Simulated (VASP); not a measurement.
# Pd (Fm-3m) in VASP: notebook

Aim: see how the results for Pd move with the level of theory and the settings. Levels: r2SCAN, SCAN, r2SCAN+D4. Tasks: relaxation of cell and atoms, relaxation of the atoms, single point.

Everything below comes from runs of VASP 6.6.1. Logs are shortened: lines on timing, memory, paths and dates and some standing lists are left out, and cuts for length are marked.

## 1. Starting point

The structure is cubic, space group Fm-3m (No. 225). Conventional cell: a = 3.893 Å, b = 3.893 Å, c = 3.893 Å, α = 90.00°, β = 90.00°, γ = 90.00°. Pd (site symmetry m-3m) has 12 Pd at 2.75 Å as nearest neighbours.

## 2. Relaxation of cell and atoms, r2SCAN

INCAR reads:

```
SYSTEM = Pd
ALGO     = Normal         ! electronic algorithm
EDIFF    = 1E-6           ! SCF threshold, eV
EDIFFG   = -0.01          ! ionic threshold
ENCUT    = 600            ! plane-wave cutoff, eV
IBRION   = 2              ! ionic algorithm
ISIF     = 3              ! what is computed and relaxed
ISMEAR   = 1              ! smearing method
LASPH    = .TRUE.         ! aspherical terms in the spheres
LCHARG   = .FALSE.        ! write CHGCAR
LMIXTAU  = .TRUE.       
LREAL    = .FALSE.        ! projectors in reciprocal space
LWAVE    = .FALSE.        ! write WAVECAR
METAGGA  = R2SCAN         ! meta-GGA
NELM     = 100            ! most SCF steps
NSW      = 60             ! ionic steps
PREC     = Accurate       ! precision mode
SIGMA    = 0.1            ! smearing width, eV
```

KPOINTS reads:

```
k-points
0
G
  12 12 12
  0 0 0
```

POSCAR reads:

```
Pd
1.0
    0.0000000000      1.9465000000      1.9465000000
    1.9465000000      0.0000000000      1.9465000000
    1.9465000000      1.9465000000      0.0000000000
Pd
1
Direct
    0.0000000000      0.0000000000      0.0000000000
```

Potentials or basis: VASP PAW PBE potentials, release 64 (Pd).

Started as:

```console
cat potpaw_PBE.64/Pd/POTCAR > POTCAR
mpirun -np 1 vasp_std > vasp.out
```

OUTCAR:

```text
SYSTEM = Pd
   EDIFF = 1E-6
   EDIFFG = -0.01
   ENCUT = 600
   IBRION = 2
   ISIF = 3
   ISMEAR = 1
   LASPH = .TRUE.
   LREAL = .FALSE.
   METAGGA = R2SCAN
   NELM = 100
   NSW = 60
   PREC = Accurate

 ion  position               nearest neighbor table
   1  0.000  0.000  0.000-

  LATTYP: Found a face centered cubic cell.
 ALAT       =     3.8930000000

  Lattice vectors:

 A1 = (   0.0000000000,   1.9465000000,   1.9465000000)
 A2 = (   1.9465000000,   0.0000000000,   1.9465000000)
 A3 = (   1.9465000000,   1.9465000000,   0.0000000000)

Analysis of symmetry for initial positions (statically):
=====================================================================
 Subroutine PRICEL returns:
 Original cell was already a primitive cell.

 Routine SETGRP: Setting up the symmetry group for a
 face centered cubic supercell.

 Subroutine GETGRP returns: Found 48 space group operations
 (whereof 48 operations were pure point group operations)
 out of a pool of 48 trial point group operations.

The static configuration has the point symmetry O_h .

Analysis of symmetry for dynamics (positions and initial velocities):
=====================================================================
 Subroutine PRICEL returns:
 Original cell was already a primitive cell.

 Routine SETGRP: Setting up the symmetry group for a
 face centered cubic supercell.

 Subroutine GETGRP returns: Found 48 space group operations
 (whereof 48 operations were pure point group operations)
 out of a pool of 48 trial point group operations.

The dynamic configuration has the point symmetry O_h .

 Subroutine INISYM returns: Found 48 space group operations
 (whereof 48 operations are pure point group operations),
 and found     1 'primitive' translations

----------------------------------------------------------------------------------------

                                     Primitive cell

  volume of cell :      14.7500

  direct lattice vectors                    reciprocal lattice vectors
     0.000000000  1.946500000  1.946500000    -0.256871307  0.256871307  0.256871307
     1.946500000  0.000000000  1.946500000     0.256871307 -0.256871307  0.256871307
     1.946500000  1.946500000  0.000000000     0.256871307  0.256871307 -0.256871307

  length of vectors
     2.752766699  2.752766699  2.752766699     0.444914156  0.444914156  0.444914156

  position of ions in fractional coordinates (direct lattice)
     0.000000000  0.000000000  0.000000000

  ion indices of the primitive-cell ions
   primitive index   ion index
                 1           1

----------------------------------------------------------------------------------------

 KPOINTS: k-points

Automatic generation of k-mesh.
 Grid dimensions read from file:
 generate k-points for:   12   12   12

 Generating k-lattice:

  Cartesian coordinates                     Fractional coordinates (reciprocal lattice)
    -0.021405942  0.021405942  0.021405942     0.083333333  0.000000000  0.000000000
     0.021405942 -0.021405942  0.021405942     0.000000000  0.083333333  0.000000000
     0.021405942  0.021405942 -0.021405942     0.000000000  0.000000000  0.083333333

  Length of vectors
     0.037076180  0.037076180  0.037076180

  Shift w.r.t. Gamma in fractional coordinates (k-lattice)
     0.000000000  0.000000000  0.000000000

 Subroutine IBZKPT returns following result:
 ===========================================

 Found     72 irreducible k-points:

 Following reciprocal coordinates:
            Coordinates               Weight
  0.000000  0.000000  0.000000      1.000000
  0.083333  0.000000  0.000000      8.000000
  0.166667  0.000000  0.000000      8.000000
  0.250000  0.000000  0.000000      8.000000
  0.333333  0.000000  0.000000      8.000000
  0.416667  0.000000  0.000000      8.000000
[... 16 lines left out ...]
  0.500000  0.166667  0.000000     24.000000
 -0.416667  0.166667  0.000000     24.000000
 [... further k-points ...]
   k-points           NKPTS =     72   k-points in BZ     NKDIM =     72   number of bands    NBANDS=      9
   number of dos      NEDOS =    301   number of ions     NIONS =      1
   total plane-waves  NPLWV =  13824
   dimension x,y,z NGX =    24 NGY =   24 NGZ =   24
   dimension x,y,z NGXF=    48 NGYF=   48 NGZF=   48
   ions per type =               1
   NGX,Y,Z   is equivalent  to a cutoff of  14.49, 14.49, 14.49 a.u.
   NGXF,Y,Z  is equivalent  to a cutoff of  28.99, 28.99, 28.99 a.u.
 SYSTEM =  Pd
   PREC   = accura    normal or accurate (medium, high low for compatibility)
   ISTART =      0    job   : 0-new  1-cont  2-samecut
   ICHARG =      2    charge: 1-file 2-atom 10-const
   ISPIN  =      1    spin polarized calculation?
   LNONCOLLINEAR =      F non collinear calculations
   LSORBIT =      F    spin-orbit coupling
   LASPH  =      T    aspherical Exc in radial PAW
   ENCUT  =  600.0 eV  44.10 Ry    6.64 a.u.   5.50  5.50  5.50*2*pi/ulx,y,z
   NELM   =    100;   NELMIN=  2; NELMDL= -5     # of ELM steps
   EDIFF  = 0.1E-05   stopping-criterion for ELM
   LREAL  =      F    real-space projection
   EDIFFG = -.1E-01   stopping-criterion for IOM
   NSW    =     60    number of steps for IOM
   IBRION =      2    ionic relax: 0-MD 1-quasi-New 2-CG
   NFREE  =      1    steps in history (QN), initial steepest desc. (CG)
   ISIF   =      3    stress and relaxation
   ISYM   =      2    0-nonsym 1-usesym 2-fastsym
   POTIM  = 0.5000    time-step for ionic-motion
   TEBEG  =    0.0;   TEEND  =   0.0 temperature during run
   PSTRESS=    0.0 pullay stress
   NELECT =      10.0000    total number of electrons
   NUPDOWN=      -1.0000    fix difference up-down
   EMIN   =  10.00;   EMAX   =-10.00  energy-range for DOS
   EFERMI =   0.00;   METHOD = LEGACY
   ISMEAR =     1;   SIGMA  =   0.10  broadening in eV -4-tet -1-fermi 0-gaus
   EFERMI_NEDOS =   21; number of points for ismear=-14 and -15
   IALGO  =     38    algorithm
   IMIX   =      4    mixing-type and parameters
     AMIX     =   0.40;   BMIX     =  1.00
     AMIX_MAG =   1.60;   BMIX_MAG =  1.00
  volume/ion in A,a.u.               =      14.75        99.54
  Fermi-wavevector in a.u.,A,eV,Ry     =   1.438171  2.717748 28.141404  2.068335
  Thomas-Fermi vector in A             =   2.557167
   LORBIT       =      0    0 simple, 1 ext, 2 COOP (PROOUT), +10 PAW based schemes
   METAGGA = R2SCAN    functional components
   LHFCALC =     F    Hartree Fock is set to
   AEXX    =    0.0000 exact exchange contribution
   IVDW    =     0    specifies the selected vdW correction
   LEPSILON=     F    determine dielectric tensor
   LRPA    =     F    only Hartree local field effects (RPA)
 conjugate gradient relaxation of ions
 non-spin polarized calculation
 Methfessel and Paxton  Order N= 1 SIGMA  =   0.10
  energy-cutoff  :      600.00
  volume of cell :       14.75
 maximum number of plane-waves:       531
 NGX is ok and might be reduce to    24
   NGX = 11   NGY = 11   NGZ = 11

--------------------------------------- Ionic step        1  -------------------------------------------

 number of electron      10.0000000 magnetization

 number of electron       9.9999999 magnetization

 Free energy of the ion-electron system (eV)
  ---------------------------------------------------
  ext. energy  EPLUGINS =         0.00000000
  ---------------------------------------------------
  free energy    TOTEN  =       -22.94632270 eV

  energy without entropy =      -22.94450113  energy(sigma->0) =      -22.94571551

------------------------ aborting loop because EDIFF is reached ----------------------------------------

  FORCE on cell =-STRESS in cart. coord.  units (eV):
  Direction    XX          YY          ZZ          XY          YZ          ZX
  --------------------------------------------------------------------------------------
  -------------------------------------------------------------------------------------
  Total        0.2418466      0.2418466      0.2418466     -0.0000000      0.0000000      0.0000000
  in kB       26.2698337     26.2698337     26.2698337     -0.0000000      0.0000000      0.0000000
  external PRESSURE =      26.2698337 kB  Pullay stress =       0.0000000 kB
[... 55 lines left out ...]
  energy  without entropy=      -22.9422995665  energy(sigma->0) =      -22.94342870

--------------------------------------- Ionic step        3  -------------------------------------------

 number of electron       9.9999999 magnetization

 Free energy of the ion-electron system (eV)
  ---------------------------------------------------
  ext. energy  EPLUGINS =         0.00000000
  ---------------------------------------------------
  free energy    TOTEN  =       -22.94793379 eV

  energy without entropy =      -22.94615732  energy(sigma->0) =      -22.94734163

 E-fermi :   9.3390     XC(G=0): -14.0375

 val. band max:        9.3322027209   @ k =   0.5000   0.0000   0.0000
 cond. band min:       9.3436921585   @ k =   0.5000   0.0833   0.0000
 fundamental gap:      0.0114894376
 Fermi energy:         9.3390116847

 k-point     1 :       0.0000    0.0000    0.0000
  band No.  band energies     occupation
      1       2.2978      2.00000
      2       6.5163      2.00000
      3       6.5163      2.00000
      4       6.5163      2.00000
      5       8.0880      2.00000
      6       8.0880      2.00000
      7      27.3963      0.00000
      8      31.8417      0.00000
      9      32.3101      0.00000
[... 265 lines left out ...]
 k-point    24 :      -0.4167    0.1667    0.0000
  band No.  band energies     occupation
      1       4.6707      2.00000
      2       6.0264      2.00000
      3       6.9844      2.00000
      4       7.4837      2.00000
      5       9.1102      2.00567
      6      13.2529      0.00000
      7      17.2807      0.00000
      8      25.8981      0.00000
      9      29.0787      0.00000

 [... further k-points ...]

------------------------ aborting loop because EDIFF is reached ----------------------------------------

  FORCE on cell =-STRESS in cart. coord.  units (eV):
  Direction    XX          YY          ZZ          XY          YZ          ZX
  --------------------------------------------------------------------------------------
  -------------------------------------------------------------------------------------
  Total        0.0044563      0.0044563      0.0044563      0.0000000      0.0000000      0.0000000
  in kB        0.4775699      0.4775699      0.4775699      0.0000000      0.0000000      0.0000000
  external PRESSURE =       0.4775699 kB  Pullay stress =       0.0000000 kB
[... 16 lines left out ...]
  FREE ENERGIE OF THE ION-ELECTRON SYSTEM (eV)
  ---------------------------------------------------
  free  energy   TOTEN  =       -22.9479337908 eV

  energy  without entropy=      -22.9461573167  energy(sigma->0) =      -22.94734163

 reached required accuracy - stopping structural energy minimisation
```

Run time: 90 s. Hardware: 1 thread of Intel Xeon Platinum 8488C (Sapphire Rapids), shared host; peak memory 0.15 GiB.

What came out:

* Free energy: -22.9479 eV
* Relaxed volume: 14.95 Å³/atom
* Relaxed cell: a = 2.765 Å, b = 2.765 Å, c = 2.765 Å, α = 60.00°, β = 60.00°, γ = 60.00°
* Space group after relaxing (to 0.05 Å): Fm-3m (No. 225)
* Energy gained by relaxing: 1.6 meV/atom
* Ionic steps: 3
* Pressure after relaxing: 0.0 GPa
* Band gap on the k mesh: none (metal or under the smearing width)

The path:
| step | energy change (eV) | largest force (eV/Å) | pressure (GPa) | volume (Å³) |
| --- | --- | --- | --- | --- |
| 1 | 0.0000 | 0.0000 | 2.63 | 14.75 |
| 2 | 0.0023 | 0.0000 | -3.81 | 15.27 |
| 3 | -0.0016 | 0.0000 | 0.05 | 14.95 |

Final structure:
```
Pd
1.0
     0.00000    1.95526    1.95526
     1.95526    0.00000    1.95526
     1.95526    1.95526    0.00000
Pd
1
Direct
  0.00000 0.00000 0.00000
```

Levels at points of the mesh, in eV from the Fermi level:
```tsv
k point	band 2	band 3	band 4	band 5	band 6	band 7	band 8	band 9
(0.00, 0.00, 0.00)	-2.82	-2.82	-2.82	-1.25	-1.25	18.06	22.50	22.97
(0.50, 0.00, 0.00)	-2.90	-2.90	-0.01	-0.01	1.36	7.64	17.46	22.03
(0.50, 0.50, 0.00)	-5.12	-0.07	0.33	0.33	3.70	11.21	13.89	13.89
```

Caveat: the PAW data sets were made with another functional, which shifts forces and pressure a little.

## 3. Relaxation of cell and atoms, SCAN

INCAR reads:

```
PREC     = Accurate       # precision mode
ENCUT    = 600            # plane-wave cutoff, eV
EDIFF    = 1E-6           # SCF threshold, eV
ISMEAR   = 1              # smearing method
SIGMA    = 0.1            # smearing width, eV
LREAL    = F              # projectors in reciprocal space
LASPH    = T              # aspherical terms in the spheres
NELM     = 60             # most SCF steps
ALGO     = Normal         # electronic algorithm
ISIF     = 3              # what is computed and relaxed
LWAVE    = F              # write WAVECAR
LCHARG   = F              # write CHGCAR
METAGGA  = SCAN           # meta-GGA
LMIXTAU  = T            
IBRION   = 2              # ionic algorithm
NSW      = 40             # ionic steps
EDIFFG   = -0.005         # ionic threshold
```

KPOINTS reads:

```
regular mesh
0
Gamma
  12 12 12
```

POSCAR is that of step 2.

Potentials or basis: VASP PAW PBE potentials, release 64 (Pd).

Started as:

```console
cat potpaw_PBE.64/Pd/POTCAR > POTCAR
mpirun -np 1 vasp_std > vasp.out
```

Run time: 47 s. Hardware: 1 thread of Intel Xeon Platinum 8488C (Sapphire Rapids), shared host; peak memory 0.15 GiB.

It converged, with:

* Free energy: -32.7853 eV
* Pressure after relaxing: 0.0 GPa
* Band gap on the k mesh: none (metal or under the smearing width)

Final structure:
```
CELL_PARAMETERS angstrom
0.00000 1.94650 1.94650
1.94650 0.00000 1.94650
1.94650 1.94650 0.00000
ATOMIC_POSITIONS crystal
Pd 0.00000 0.00000 0.00000
```

Levels at points of the mesh, in eV from the Fermi level:
```
           k point  band 3  band 4  band 5  band 6  band 7  band 8
(0.00, 0.00, 0.00)   -2.90   -2.90   -1.30   -1.30   18.12   23.06
(0.50, 0.00, 0.00)   -2.98   -0.01   -0.01    1.20    7.67   17.48
(0.50, 0.50, 0.00)   -0.09    0.35    0.35    3.57   11.26   13.85
```

Caveat: the relaxation stopped at its first step, so nothing moved; the PAW data sets were made with another functional, which shifts forces and pressure a little.

[end of part 1 of 2]
